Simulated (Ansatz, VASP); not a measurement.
**Two plane-wave programs on RbBr**

```
CELL_PARAMETERS angstrom
4.01604 0.00000 0.00000
0.00000 4.01604 0.00000
0.00000 0.00000 4.07017
ATOMIC_POSITIONS crystal
Rb 0.90077 0.00000 0.00000
Br 0.60614 0.50000 0.50000
```

Change from the starting cell: mode 4 frozen in at -0.432 Å, equal normal strain along x and y -0.0133.

Alike in both runs: task single point; functional PBEsol; k mesh 6 × 6 × 6; occupations gaussian, width 0.05 eV; no spin polarisation.

|  | VASP | Ansatz |
| --- | --- | --- |
| version | VASP 6.6.1 | Ansatz 0.2.0 |
| potentials or method | VASP PAW PBE potentials, release 64 (Rb_sv, Br) | scalar-relativistic, plane waves, PAW |
| plane-wave cutoff (eV) | 520 | 420 |
| valence electrons in the cell | 16 | 16 |

Ansatz gave:

- gap on the k mesh at the Fermi level (eV): 4.09
- least direct gap on the mesh (eV): 4.28
- pressure (GPa): 4.5
- largest component of the traceless stress (GPa): 2.14
- rms of the force components (eV/Å): 0.497

Question: Estimate VASP's values.

Answer: gap on the k mesh at the Fermi level (eV): 4.09; least direct gap on the mesh (eV): 4.28; pressure (GPa): 4.6; largest component of the traceless stress (GPa): 2.19; rms of the force components (eV/Å): 0.505.

Atom by atom the forces differ by 0.008 eV/Å (rms over components). The functional is the same, so the differences come from potentials, cutoffs and numerics.

Caveats: the PAW data sets were made with another functional, which shifts forces and pressure a little (VASP). A k mesh can miss the band edges.
